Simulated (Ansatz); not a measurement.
# HfN: how the settings move a single-point run

Aim: see which settings change the result for HfN, by how much, and at what cost.

Computed with Ansatz 0.2.0 (reference: DFT, PBE, all-electron PAW with datasets made for the crystal, scalar-relativistic, unless a step's input says otherwise).

### Step 1. The system as given

Symmetry: I4mm, No. 107, tetragonal system. The conventional cell has a = 3.195 Å, b = 3.195 Å, c = 4.518 Å, α = 90.00°, β = 90.00°, γ = 90.00°. Hf (site symmetry 4mm) is surrounded by 6 N at 2.21 to 2.31 Å. N (site symmetry 4mm) is surrounded by 6 Hf at 2.21 to 2.31 Å.

As a file:

```xyz
2
Lattice="0.0000 2.2590 2.2590 2.2590 0.0000 2.2590 2.2590 2.2590 0.0000" Properties=species:S:1:pos:R:3 pbc="T T T"
Hf    0.0500    0.0000    0.0000
N     2.2590    2.2590    2.2590
```

### Step 2. Baseline

input.yaml reads:

```yaml
crystal:
  lattice:
    - [0.0, 2.259, 2.259]
    - [2.259, 0.0, 2.259]
    - [2.259, 2.259, 0.0]
  atoms:
    - { symbol: Hf, position: [-0.0110668437, 0.0110668437, 0.0110668437] }
    - { symbol: "N", position: [0.5, 0.5, 0.5] }
kpoints:
  mp_grid: { grid: [10, 10, 10] }
scf:
  occupations: { method: fermi_dirac, width: 0.03 }
hamiltonian:
  xc: pbe
  pseudopotentials: { kind: all_electron, datasets: crystal }
output:
  forces: true
  stress: true
  eigenvalues: true
  efg: { contact_densities: true }
```

On the command line:

```sh
$ ansatz run input.yaml --threads 1 --pin off --max-ram 2048MiB --backend cpu --events-out ev --progress --plain --runs-dir out
```

### Step 3. Variant: mp_grid.grid [3, 3, 3], dr2_threshold 1.0e-09

input.yaml, as its differences from that of step 2:

```diff
@@ -9,5 +9,6 @@
 kpoints:
-  mp_grid: { grid: [10, 10, 10] }
+  mp_grid: { grid: [3, 3, 3] }
 scf:
   occupations: { method: fermi_dirac, width: 0.03 }
+  convergence: { dr2_threshold: 1.0e-09 }
 hamiltonian:
```

**Question.** What will these runs give? Wanted: for each run, ending; energy change; pressure; gap; force.

**Answer**, as computed:

| run | ending | energy change | pressure (GPa) | gap (eV) | force (eV/Å) | cycles | time |
| --- | --- | --- | --- | --- | --- | --- | --- |
| reference | converged | 0 | 5.8 | 0.00 | 0.57 | 10 | 28 s |
| 1: mp_grid.grid [3, 3, 3], dr2_threshold 1.0e-09 | converged | +104.4 meV/atom | 7.8 | 0.00 | 0.79 | 12 | 4.9 s |

Residual by cycle in the longest SCF loop of each run; runs are numbered as in the table. The quantity is the density residual dr2, in eV.

| cycle | reference | run 1 |
| --- | --- | --- |
| 1 | 7.57 | 7.49 |
| 2 | 3.85 | 3.26 |
| 3 | 0.0677 | 0.0563 |
| 4 | 0.00997 | 0.00536 |
| 5 | 8.5e-4 | 4.1e-4 |
| 6 | 9.4e-4 | 3.8e-4 |
| 7 | 4.9e-6 | 9.9e-7 |
| 8 | 4.5e-6 | 2.5e-6 |
| 9 | 2.5e-7 | 1.1e-7 |
| 10 | 8.8e-9 | 1.2e-8 |
| 11 | - | 1.6e-9 |
| 12 | - | 2.9e-12 |

Changing the k-point mesh and convergence setting moves the energy by +104.4 meV/atom, and the pressure goes from 5.8 to 7.8 GPa and the largest force goes from 0.57 to 0.79 eV/Å. Sampling errors of the energy have no fixed sign. The other settings changed steer the path, not the converged energy, so the shift is the mesh's. Cost: 12 SCF cycles against 10, 4.9 s against 28 s.
